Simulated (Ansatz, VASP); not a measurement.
One calculation of Sc, two programs

Contents of INCAR:

```
PREC     = Accurate       # precision mode
ENCUT    = 520            # plane-wave cutoff, eV
EDIFF    = 1E-6           # SCF threshold, eV
ISMEAR   = -1             # smearing method
SIGMA    = 0.15           # smearing width, eV
LREAL    = F              # projectors in reciprocal space
LASPH    = T              # aspherical terms in the spheres
NELM     = 80             # most SCF steps
ALGO     = Normal         # electronic algorithm
ISIF     = 2              # what is computed and relaxed
LWAVE    = F              # write WAVECAR
LCHARG   = F              # write CHGCAR
GGA      = PS             # functional
NBANDS   = 12             # bands
```

File KPOINTS:

```
Automatic mesh
0
Gamma
  10 10 10
```

File POSCAR:

```
Sc
1.0
   -1.8790000000      1.8790000000      2.3805000000
    1.8790000000     -1.8790000000      2.3805000000
    1.8790000000      1.8790000000     -2.3805000000
Sc
1
Direct
    0.0000000000      0.0000000000      0.0000000000
```

Input for Ansatz:

```yaml
crystal:
  lattice:
    - [-1.879, 1.879, 2.3805]
    - [1.879, -1.879, 2.3805]
    - [1.879, 1.879, -2.3805]
  atoms:
    - { symbol: Sc, position: [0.0, 0.0, 0.0] }
kpoints:
  mp_grid:
    grid: [10, 10, 10]
hamiltonian:
  xc: pbesol
  pseudopotentials:
    kind: paw
scf:
  occupations:
    method: fermi_dirac
    width: 0.15
output:
  forces: true
  stress: true
  eigenvalues: true
```

This isn't the form of Sc at room conditions, which is hcp.

Alike in both runs: task single point; functional PBEsol; k mesh 10 × 10 × 10; occupations fermi-dirac, width 0.15 eV; no spin polarisation.

|  | VASP | Ansatz |
| --- | --- | --- |
| version | VASP 6.6.1 | Ansatz 0.2.0 |
| potentials or method | VASP PAW PBE potentials, release 64 (Sc_sv) | plane waves, PAW |
| plane-wave cutoff (eV) | 520 | 420 |
| valence electrons in the cell | 11 | 11 |

|  | VASP | Ansatz | Ansatz less VASP |
| --- | --- | --- | --- |
| gap on the k mesh at the Fermi level (eV) | none | none | - |
| pressure (GPa) | -10.3 | -10.3 | +0.02 |
| largest component of the traceless stress (GPa) | 0.78 | 0.78 | -0.002 |

A gap of «none» marks a metal or a gap that the smearing closes. With one functional, cell and mesh, what is left measures potentials, basis and numerics.

Caveats: the PAW data sets were made with another functional, which shifts forces and pressure a little (VASP).
